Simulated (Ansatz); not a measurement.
# Al2Pt under changes of volume

One of the cells (17.202 Å³/atom); the others are scaled copies at fixed shape and fractional positions:

```
CELL_PARAMETERS angstrom
0.00000 2.95500 2.95500
2.95500 0.00000 2.95500
2.95500 2.95500 0.00000
ATOMIC_POSITIONS crystal
Pt 0.00000 0.00000 0.00000
Al 0.75000 0.75000 0.75000
Al 0.25000 0.25000 0.25000
```

* Program: Ansatz 0.2.0
* Functional: r2SCAN
* Potentials or basis: Ansatz PAW
* Cutoff: 500 eV (not typed: the program's choice for these potentials)
* k mesh: 8 × 8 × 8
* Occupations: fermi-dirac, width 0.05 eV
* Spin: no spin polarisation

```csv
volume (Å³/atom),energy over the lowest point (meV/atom),pressure (GPa)
16.170,?,?
16.514,11.09,5.8
16.858,2.20,2.5
17.202,0.00,-0.4
17.546,3.81,-3.1
17.890,13.01,-5.4
18.234,27.04,-7.6
```

Problem. What does the run at 16.170 Å³/atom give?

Solution. Energy over the lowest point 27.44 meV/atom; pressure 9.5 GPa.

Worked out: A Birch-Murnaghan fit of order 3 (a polynomial in V^(-2/3)) to the other rows has its minimum at 17.15 Å³/atom with B0 = V·E''(V) = 142 GPa and B' = 4.4. It gives 27.45 meV/atom at 16.170 Å³/atom, against the run's 27.44, and -dE/dV = 9.5 GPa, against 9.5.

Energies are extrapolated to zero smearing.

Caveats: the PAW data sets come from PBE, with cores solved anew for the run's functional, which leaves a small shift of forces and pressure.
